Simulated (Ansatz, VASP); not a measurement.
ZnSe: VASP beside Ansatz

File POSCAR:

```
ZnSe
1.0
    0.0000000000      2.7745999537      2.7745999537
    2.7745999537      0.0000000000      2.7745999537
    2.7745999537      2.7745999537      0.0000000000
Zn Se
1 1
Direct
    0.0000000000      0.0000000000      0.0000000000
    0.2500000000      0.2500000000      0.2500000000
```

File INCAR.step1:

```
SYSTEM = ZnSe
PREC = Accurate ; ENCUT = 520
ISMEAR = 0 ; SIGMA = 0.01
LREAL = .False. ; LASPH = .True.
NELM = 100 ; NBANDS = 16
GGA = PE ; ALGO = Normal
EDIFF = 1E-4 ; LWAVE = .True.
LCHARG = .False.
```

Contents of INCAR.step2:

```
SYSTEM = ZnSe
PREC = Accurate ; ENCUT = 520
EDIFF = 1E-7 ; ISMEAR = 0
SIGMA = 0.01 ; LREAL = .False.
LASPH = .True. ; NELM = 100
ALGO = Normal ; ISIF = 2
LWAVE = .False. ; LCHARG = .True.
METAGGA = R2SCAN ; LMIXTAU = .True.
LELF = .True. ; LVHAR = .True.
NBANDS = 16 ; ISTART = 1
```

KPOINTS

```
Automatic mesh
0
Gamma
  6 6 6
  0 0 0
```

Input for Ansatz:

```yaml
crystal:
  lattice:
    - [0.0, 2.7745999537, 2.7745999537]
    - [2.7745999537, 0.0, 2.7745999537]
    - [2.7745999537, 2.7745999537, 0.0]
  atoms:
    - { symbol: Zn, position: [0.0, 0.0, 0.0] }
    - { symbol: Se, position: [0.25, 0.25, 0.25] }
kpoints:
  mp_grid: { grid: [6, 6, 6] }
hamiltonian:
  xc: r2scan
scf:
  occupations: { method: fixed }
  n_extra_bands: 4
output:
  forces: true
  stress: true
  eigenvalues: true
```

Alike in both runs: task single point; functional r2SCAN; k mesh 6 × 6 × 6; no spin polarisation.

```csv
,VASP,Ansatz
version,VASP 6.6.1,Ansatz 0.2.0
potentials or method,"VASP PAW PBE potentials, release 64 (Zn, Se)","plane waves, PAW"
plane-wave cutoff (eV),520,500
occupations,"gaussian, width 0.01 eV",fixed
valence electrons in the cell,18,28
```

```tsv
	VASP	Ansatz	Ansatz less VASP
gap on the k mesh at the Fermi level (eV)	2.15	2.14	-0.009
pressure (GPa)	4.8	4.7	-0.14
```

The two sets of potentials don't hold the same shells in valence.

Caveats: the PAW data sets were made with another functional, which shifts forces and pressure a little (VASP). r2SCAN opens gaps a little over a GGA but as a rule still falls short of measured ones.
